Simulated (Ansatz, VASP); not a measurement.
One calculation of Be, two programs

The input INCAR:

```
SYSTEM = Be
  PREC = Accurate
  ENCUT = 520
  EDIFF = 1E-6
  ISMEAR = -1
  SIGMA = 0.6
  LREAL = .False.
  LASPH = .True.
  NELM = 100
  ALGO = Normal
  ISIF = 2
  LWAVE = .False.
  LCHARG = .False.
  GGA = CA
  NBANDS = 9
```

KPOINTS

```
regular mesh
0
Gamma
  16 16 9
  0 0 0
```

File POSCAR:

```
Be
1.0
    2.2295160349      0.0000000000      0.0000000000
   -1.1147580175      1.9308175243      0.0000000000
    0.0000000000      0.0000000000      3.5083258361
Be
2
Direct
    0.3333333333      0.6666666667      0.2500000000
    0.6666666667      0.3333333333      0.7500000000
```

Input for Ansatz:

```yaml
crystal:
  lattice:
    - [2.2295160349, 0.0, 0.0]
    - [-1.1147580175, 1.9308175243, 0.0]
    - [0.0, 0.0, 3.5083258361]
  atoms:
    - { symbol: Be, position: [0.3333333333, 0.6666666667, 0.25] }
    - { symbol: Be, position: [0.6666666667, 0.3333333333, 0.75] }
hamiltonian:
  xc: lda
  pseudopotentials:
    kind: paw
    azcp:
      Be: "pseudopotentials/Be.paw.azcp"
basis:
  ecutwfc: 420
  fft_grid_basis: typed
kpoints:
  mp_grid: { grid: [16, 16, 9], shift: [0, 0, 0] }
magnetization:
  spin_polarized: false
scf:
  occupations: { method: fermi_dirac, width: 0.6 }
  lower_state_search: "off"
output:
  stress: true
```

Alike in both runs: task single point; functional LDA; k mesh 16 × 16 × 9; occupations fermi-dirac, width 0.6 eV; no spin polarisation.

|  | VASP | Ansatz |
| --- | --- | --- |
| version | VASP 6.6.1 | Ansatz 0.2.0 |
| potentials or method | VASP PAW LDA potentials, release 64 (Be) | plane waves (420 eV) with PAW, scalar-relativistic |
| plane-wave cutoff (eV) | 520 | 420 |
| valence electrons in the cell | 4 | 4 |

```tsv
	VASP	Ansatz	Ansatz less VASP
pressure (GPa)	2.1	1.6	-0.45
largest component of the traceless stress (GPa)	1.06	1.06	-0.001
```

Ansatz warned: «pseudo_functional_mismatch».
